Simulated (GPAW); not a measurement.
# CdF2 (Fm-3m) in GPAW: a series of runs

One crystal, CdF2, is run at these levels: r2SCAN, TB-mBJ, LDA; tasks: equation of state, single point, band structure.

Program: GPAW 26.7.0. These are calculated values, not measurements. Logs are shortened: lines on timing, memory, paths and dates and some standing lists are left out, and cuts for length are marked. The log counts tension as positive stress, the text compression.

### 1 The structure

The structure is cubic, space group Fm-3m (No. 225). The conventional cell has a = 5.388 Å, b = 5.388 Å, c = 5.388 Å, α = 90.00°, β = 90.00°, γ = 90.00°. Around Cd (site symmetry m-3m) lie 8 F at 2.33 Å. F (site symmetry -43m) has 4 Cd at 2.33 Å as nearest neighbours.

### 2 Equation of state, r2SCAN

run.py reads:

```python
from ase import Atoms
from ase.eos import EquationOfState
from ase.io import Trajectory
from ase.units import GPa
from gpaw import GPAW, PW

atoms = Atoms(['Cd', 'F', 'F'],
              cell=[[0.0, 2.694, 2.694],
                    [2.694, 0.0, 2.694],
                    [2.694, 2.694, 0.0]],
              scaled_positions=[[0.0, 0.0, 0.0],
                                [0.75, 0.75, 0.75],
                                [0.25, 0.25, 0.25]],
              pbc=True)

traj = Trajectory('eos.traj', 'w')
volumes, energies = [], []
for x in [0.94, 0.96, 0.98, 1.0, 1.02, 1.04, 1.06]:
    a = atoms.copy()
    a.set_cell(atoms.cell * x**(1 / 3), scale_atoms=True)
    calc = GPAW(mode=PW(800),
                xc='MGGA_X_R2SCAN+MGGA_C_R2SCAN',
                kpts={'size': (9, 9, 9), 'gamma': True},
                occupations={'name': 'fermi-dirac', 'width': 0.05},
                nbands=24,
                convergence={'density': 1e-05, 'energy': 1e-05},
                maxiter=150,
                txt=f'eos-{x:.2f}.txt')
    a.calc = calc
    energies.append(a.get_potential_energy(force_consistent=True))
    volumes.append(a.get_volume())
    p = -a.get_stress()[:3].mean() / GPa
    calc.write(f'eos-{x:.2f}.gpw')
    traj.write(a)
    print(f'{x:.2f} {volumes[-1]:10.4f} A^3 {energies[-1]:14.6f} eV {p:9.3f} GPa', flush=True)

v0, e0, B = EquationOfState(volumes, energies, eos='birchmurnaghan').fit()
print(f'V0 = {v0:.4f} A^3, E0 = {e0:.6f} eV, B0 = {B / GPa:.2f} GPa')
```

Potentials or basis: GPAW PAW data sets (gpaw-data 1.2.1), pw.

Command:

```bash
$ OMP_NUM_THREADS=1 python run.py
```

The program printed:

```text
__  _  _
 | _ |_)|_||  |
 |__||  | ||/\| - 26.7.0

Input parameters:
  mode=PW(ecut=800.0),
  convergence={'density': 1e-05, 'energy': 1e-05},
  kpts=MonkhorstPack(size=(9, 9, 9), gamma=True),
  maxiter=150,
  nbands=24,
  occupations=Occupations(name='fermi-dirac', width=0.05),
  xc=XC(name='MGGA_X_R2SCAN+MGGA_C_R2SCAN')

Diagonalizing LCAO Hamiltonian
Converting LCAO to pw mode

                    F

           F

       Cd

Atoms  # Å, Bohr magnetons
|   | symbol |        x |        y |        z |    initial magnetic moments |
|---|--------|----------|----------|----------|-----------------------------|
| 0 |     Cd | 0.000000 | 0.000000 | 0.000000 | ( 0.0000,  0.0000,  0.0000) |
| 1 |      F | 3.958507 | 3.958507 | 3.958507 | ( 0.0000,  0.0000,  0.0000) |
| 2 |      F | 1.319502 | 1.319502 | 1.319502 | ( 0.0000,  0.0000,  0.0000) |

Unit cell  # Å
| periodic |        x |        y |        z |  lengths |    angles |
|----------|----------|----------|----------|----------|-----------|
|      yes | 0.000000 | 2.639005 | 2.639005 | 3.732117 | 60.000000 |
|      yes | 2.639005 | 0.000000 | 2.639005 | 3.732117 | 60.000000 |
|      yes | 2.639005 | 2.639005 | 0.000000 | 3.732117 | 60.000000 |

Number of symmetries: 48
Symmetry operations  # r_c * U_cc + t_c -> r_c
|    | kind |            matrix            |
|----|------|------------------------------|
|  0 |  σ   |  1, 0, 0,  1, 0,-1,  1,-1, 0 |
|  1 |  C2  |  1, 0, 0,  1,-1, 0,  1, 0,-1 |
|  2 |  E   |  1, 0, 0,  0, 1, 0,  0, 0, 1 |
|  3 |  σ   |  1, 0, 0,  0, 0, 1,  0, 1, 0 |
|  4 |  C4  |  1, 0,-1,  1, 0, 0,  1,-1, 0 |
|  5 |  S6  |  1, 0,-1,  1,-1, 0,  1, 0, 0 |
|  6 |  σ   |  1, 0,-1,  0, 1,-1,  0, 0,-1 |
|  7 |  C3  |  1, 0,-1,  0, 0,-1,  0, 1,-1 |
|  8 |  S6  |  1,-1, 0,  1, 0, 0,  1, 0,-1 |
|  9 |  C4  |  1,-1, 0,  1, 0,-1,  1, 0, 0 |
| 10 |  C3  |  1,-1, 0,  0,-1, 1,  0,-1, 0 |
| 11 |  σ   |  1,-1, 0,  0,-1, 0,  0,-1, 1 |
| 12 |  σ   |  0, 1, 0,  1, 0, 0,  0, 0, 1 |
| 13 |  C4  |  0, 1, 0,  0, 1,-1, -1, 1, 0 |
| 14 |  C3  |  0, 1, 0,  0, 0, 1,  1, 0, 0 |
| 15 |  S6  |  0, 1, 0, -1, 1, 0,  0, 1,-1 |
| 16 |  C2  |  0, 1,-1,  1, 0,-1,  0, 0,-1 |
| 17 |  σ   |  0, 1,-1,  0, 1, 0, -1, 1, 0 |
| 18 |  S4  |  0, 1,-1,  0, 0,-1,  1, 0,-1 |
| 19 |  C4  |  0, 1,-1, -1, 1, 0,  0, 1, 0 |
| 20 |  C3  |  0, 0, 1,  1, 0, 0,  0, 1, 0 |
| 21 |  σ   |  0, 0, 1,  0, 1, 0,  1, 0, 0 |
| 22 |  S6  |  0, 0, 1,  0,-1, 1, -1, 0, 1 |
| 23 |  C4  |  0, 0, 1, -1, 0, 1,  0,-1, 1 |
| 24 |  S4  |  0, 0,-1,  1, 0,-1,  0, 1,-1 |
| 25 |  C3  |  0, 0,-1,  0, 1,-1,  1, 0,-1 |
| 26 |  C2  |  0, 0,-1,  0,-1, 0, -1, 0, 0 |
| 27 |  S6  |  0, 0,-1, -1, 0, 0,  0,-1, 0 |
| 28 |  S4  |  0,-1, 1,  1,-1, 0,  0,-1, 0 |
| 29 |  C4  |  0,-1, 1,  0, 0, 1, -1, 0, 1 |
| 30 |  C2  |  0,-1, 1,  0,-1, 0,  1,-1, 0 |
| 31 |  σ   |  0,-1, 1, -1, 0, 1,  0, 0, 1 |
| 32 |  C3  |  0,-1, 0,  1,-1, 0,  0,-1, 1 |
| 33 |  S6  |  0,-1, 0,  0, 0,-1, -1, 0, 0 |
| 34 |  S4  |  0,-1, 0,  0,-1, 1,  1,-1, 0 |
| 35 |  C2  |  0,-1, 0, -1, 0, 0,  0, 0,-1 |
| 36 |  C2  | -1, 1, 0,  0, 1, 0,  0, 1,-1 |
| 37 |  S6  | -1, 1, 0,  0, 1,-1,  0, 1, 0 |
| 38 |  S4  | -1, 1, 0, -1, 0, 1, -1, 0, 0 |
| 39 |  C3  | -1, 1, 0, -1, 0, 0, -1, 0, 1 |
| 40 |  S6  | -1, 0, 1,  0, 0, 1,  0,-1, 1 |
| 41 |  C2  | -1, 0, 1,  0,-1, 1,  0, 0, 1 |
| 42 |  C3  | -1, 0, 1, -1, 1, 0, -1, 0, 0 |
| 43 |  S4  | -1, 0, 1, -1, 0, 0, -1, 1, 0 |
| 44 |  C2  | -1, 0, 0,  0, 0,-1,  0,-1, 0 |
| 45 |  i   | -1, 0, 0,  0,-1, 0,  0, 0,-1 |
| 46 |  σ   | -1, 0, 0, -1, 1, 0, -1, 0, 1 |
| 47 |  C2  | -1, 0, 0, -1, 0, 1, -1, 1, 0 |

BZ-sampling:
  Number of BZ points: 729
  Number of IBZ points: 35

  Monkhorst-Pack size: [9, 9, 9]
  Monkhorst-Pack shift: [0, 0, 0]

K-points  # in reciprocal-cell coordinates
|     |                                coordinates |     weight |
|-----|--------------------------------------------|------------|
|   0 | (  0.00000000,   0.00000000,   0.00000000) | 0.00137174 |
|   1 | (  0.11111111,   0.11111111,   0.00000000) | 0.00823045 |
|   2 | (  0.11111111,   0.11111111,   0.11111111) | 0.01097394 |
|   3 | (  0.22222222,   0.11111111,   0.11111111) | 0.01646091 |
|   4 | (  0.22222222,   0.22222222,   0.00000000) | 0.00823045 |
|   5 | (  0.22222222,   0.22222222,   0.11111111) | 0.03292181 |
|   6 | (  0.22222222,   0.22222222,   0.22222222) | 0.01097394 |
|   7 | (  0.33333333,   0.22222222,   0.11111111) | 0.03292181 |
|   8 | (  0.33333333,   0.22222222,   0.22222222) | 0.03292181 |
|   9 | (  0.33333333,   0.33333333,  -0.33333333) | 0.01646091 |
| ... |                                            |            |
|  34 | (  0.44444444,   0.44444444,   0.44444444) | 0.01097394 |

Plane wave coefficients: 1917
Cutoff: 800.0 eV

Spin-components: 1 (collinear spins)
Bands:           24
Projectors:      16
Spin-degeneracy: 2
Datatype:        complex128

Parallelization:
  kpt:    1
  domain: 1
  band:   1

Density:
  Valence electrons: 26.0
  Components: 1
  Grid points: [25 25 25]
  Charge: 0.0  # |e|

Potential:
  Grid points: [25 25 25]

species:
  Cd:
    name:    Cadmium
    Z:       48.0
    valence: 12
    core:    36
    charge:  0.0  # [|e|]
    compensation charges:
      type: gauss
      rc: 0.38  # [Å]
      lmax: 2
    cutoffs:
      filter: 2.12  # [Å]
      core: 2.62  # [Å]
    projectors
    | kind |    occ | energy [eV] | rcut [Å] |
    |------|--------|-------------|----------|
    |   5s |  2.000 |      -5.655 |    1.191 |
    |   5p |  0.000 |      -1.186 |    1.228 |
    |   4d | 10.000 |     -11.739 |    1.164 |
    |    s |        |      21.556 |    1.191 |
    |    p |        |      26.026 |    1.228 |
    |    d |        |      15.473 |    1.164 |

    Using partial waves for Cd as LCAO basis

  F:
    name:    Fluorine
    Z:       9.0
    valence: 7
    core:    2
    charge:  0.0  # [|e|]
    compensation charges:
      type: gauss
      rc: 0.20  # [Å]
      lmax: 2
    cutoffs:
      filter: 1.14  # [Å]
      core: 0.74  # [Å]
    projectors
    | kind |    occ | energy [eV] | rcut [Å] |
    |------|--------|-------------|----------|
    |   2s |  2.000 |     -29.898 |    0.635 |
    |   2p |  5.000 |     -11.110 |    0.635 |
    |    s |        |      -2.687 |    0.635 |
    |    p |        |      16.102 |    0.635 |
    |    d |        |       0.000 |    0.635 |

    Using partial waves for F as LCAO basis

Reference energy: -157601.279907  # eV

eigensolver:
  PPCG
  Converge bands: occupied
  niter=2

density mixing:
  MSR1-Mixer
  Pratt-step length: 0.05
  Maximum mixing coefficient: 0.75
  Old densities: 10
  SVD Regularization: 0.005
  Good broyden scale: 1.0
  Trust region scale: 1.0
  Backstep threshold: 4.0
  History deletion threshold: 6.0
  Fourier metric: weight=20.0, sigma=0.015

occupation numbers:
  Fermi-Dirac:
    width: 0.0500  # eV

poisson solver:
  ecut: 6400.0  # eV

xc functional:
  name: MGGA_X_R2SCAN+MGGA_C_R2SCAN with 2 nearest neighbor stencil

convergence criteria:
[... 6 lines left out ...]
|iter     | |      energy | eigst |  dens |
|---------|-|-------------|-------|-------|
|iter:   1| |  -37.282731 | -0.39 |       |
|iter:   2| |  -29.434405 | -1.33 | -1.07 |
|iter:   3| |  -33.538631 | +0.25 | -1.06 |
|iter:   4| |  -28.388466 | -0.01 | -0.78 |
|iter:   5| |  -28.341866 | -2.57 | -1.65 |
|iter:   6| |  -28.346226 | -3.45 | -2.07 |
|iter:   7| |  -28.346191 | -4.71 | -2.96 |
|iter:   8| |  -28.346213c| -6.04 | -3.44 |
|iter:   9| |  -28.346213c| -7.93c| -4.68 |
|iter:  10| |  -28.346213c| -8.02c| -5.27c|

Converged in 10 steps
Energy contributions relative to reference atoms: (reference = -157601.279907)

Energy contributions:
  Kinetic:          54.971060
  Coulomb:         -47.551290
  Zero:             -0.030234
  External:          0.000000
  Xc:              -35.735749
  Entropy:          -0.000000
  Spinorbit:         0.000000
  ----------------------------
  Free energy:     -28.346213
  Extrapolated:    -28.346213

dipole moment: (-16.890931, -16.890931, -16.890931)  # |e|*Ang

Fermi level: 4.992
Eigenvalues  # (at kpt = [0.000, 0.000, 0.000])
| band index |      eig [eV] | occ [0-2] |
|------------|---------------|-----------|
|          0 |       -20.331 |     2.000 |
|        ... |               |           |
|          5 |        -2.225 |     2.000 |
|          6 |        -2.225 |     2.000 |
|          7 |         0.806 |     2.000 |
|          8 |         0.806 |     2.000 |
|          9 |         0.806 |     2.000 |
|         10 |         1.635 |     2.000 |
[... 8 lines left out ...]
|         19 |        23.390 |     0.000 |
|         20 |        27.623 |     0.000 |
|        ... |               |           |
|         23 |        27.787 |     0.000 |

Gap: 4.011 eV
Transition (v -> c):
  (s=0, k=16, n=12, [0.44, 0.22, -0.22]) -> (s=0, k=0, n=13, [0.00, 0.00, 0.00])
Direct/indirect transitions are different
Direct gap: 4.359 eV
Transition at: (s=0, k=0, n=12, [0.00, 0.00, 0.00])

Stress tensor  # eV/Ang^3
|         x |         y |         z |
|-----------|-----------|-----------|
| -0.039009 | -0.000000 | -0.000000 |
| -0.000000 | -0.039009 |  0.000000 |
| -0.000000 |  0.000000 | -0.039009 |

# Writing to eos-0.94.gpw (mode='')
```

It took 10 min on 1 thread of Arm Neoverse V2, shared host; peak memory 0.87 GiB.

What came out:

| Property | Result |
| --- | --- |
| Equilibrium volume | 13.04 Å³/atom (rough: see the caveat) |
| Bulk modulus | 113 GPa (rough) |

Energy against volume, from the lowest point:
```
volume (Å³/atom)  energy (meV/atom)
          12.253              19.22
          12.513               8.22
          12.774               1.98
          13.035               0.00
          13.295               1.58
          13.556               6.48
          13.817              14.32
```

Caveat: the points scatter about the fit; the PAW data sets were made with another functional, which shifts forces and pressure a little.

### 3 Single point, TB-mBJ

run.py reads:

```python
from ase import Atoms
from ase.dft.bandgap import bandgap
from ase.io import write
from gpaw import GPAW, PW

atoms = Atoms(['Cd', 'F', 'F'],
              cell=[[0.0, 2.694, 2.694],
                    [2.694, 0.0, 2.694],
                    [2.694, 2.694, 0.0]],
              scaled_positions=[[0.0, 0.0, 0.0],
                                [0.75, 0.75, 0.75],
                                [0.25, 0.25, 0.25]],
              pbc=True)

calc = GPAW(mode=PW(800),
            xc='TB09',
            kpts={'size': (10, 10, 10), 'gamma': True},
            occupations={'name': 'fermi-dirac', 'width': 0.05},
            nbands=24,
            convergence={'density': 1e-05, 'energy': 1e-05},
            eigensolver='cg',
            maxiter=150,
            txt='gpaw.txt')
atoms.calc = calc
energy = atoms.get_potential_energy()
calc.write('gs.gpw')
write('result.traj', atoms)
print('Fermi level:', round(calc.get_fermi_level(), 4), 'eV')
print(f'Gap: {bandgap(calc)[0]:.4f} eV, direct: {bandgap(calc, direct=True)[0]:.4f} eV')
```

Potentials or basis: GPAW PAW data sets for LDA (gpaw-data 1.2.1), pw.

Command:

```bash
$ OMP_NUM_THREADS=1 python run.py
```

It took 1.9 min on 1 thread of Arm Neoverse V2, shared host; peak memory 0.32 GiB.

Results (log left out):

| Quantity | Value |
| --- | --- |
| Band gap on the k mesh | 6.59 eV, indirect (least direct gap 7.01 eV) |

Levels at points of the mesh, in eV from the valence-band top:
```tsv
k point	band 10	band 11	band 12	band 13	band 14	band 15	band 16	band 17
(0.00, 0.00, 0.00)	-0.84	-0.42	-0.42	-0.42	6.59	16.69	16.69	16.69
(0.50, 0.50, 0.00)	-2.43	-0.47	-0.07	-0.07	11.34	13.14	15.91	18.04
(0.50, 0.50, 0.50)	-1.54	-1.54	-0.32	-0.32	10.33	12.77	18.32	18.32
```

Caveat: a model potential gives levels but no total energy; the PAW data sets were made with another functional, which shifts forces and pressure a little. A k mesh can miss the band edges.

(Continued in part 2 of 2.)
